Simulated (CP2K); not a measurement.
# MoS2 in CP2K: the effect of Hubbard term

The system is MoS2, a slab with vacuum.

```
Mo S
1.0
     3.18413    0.00000    0.00000
    -1.59206    2.75753    0.00000
     0.00000    0.00000   17.33460
Mo S
1 2
Direct
  0.00000 0.00000 0.00000
  0.33333 0.66667 0.91051
  0.33333 0.66667 0.08949
```

Alike in all runs:

```yaml
Program: CP2K 2026.2
Task: projected density of states
Functional: LDA
Potentials_or_basis: GTH_POTENTIALS Mo GTH-PADE-q14, S GTH-PADE-q6; DZVP-MOLOPT-SR-GTH basis
Density_cutoff: 6123 eV
k_mesh: 7 × 7 × 2
Occupations: fermi-dirac, width 0.05 eV
Spin: no spin polarisation
SCF_solver: diagonalisation with k points
Quickstep_method: GPW
EPS_DEFAULT: 1.0E-9
EPS_SCF: 1.0E-6
MAX_SCF: 100
SCF_GUESS: ATOMIC
k_points_reduced_by_the_point_group: yes
Mesh_centred_on_Gamma: yes
```

```csv
Hubbard term,gap on the mesh (eV),largest force (eV/Å)
none,?,?
Mo d U = 2.0 eV,1.61,0.22
Mo d U = 4.0 eV,1.38,0.28
```

Q: What does the run with Hubbard term none give?

A: gap on the mesh 1.79 eV; largest force 0.23 eV/Å.

Caveats: the basis of atomic orbitals isn't converged, which shifts pressures, moduli and gaps; this program's U acts on Mulliken populations of all basis functions of the shell, so it isn't the U of plane-wave codes (some runs); energies scatter by some meV and the pressure isn't listed (some runs).

A k mesh can miss the band edges.
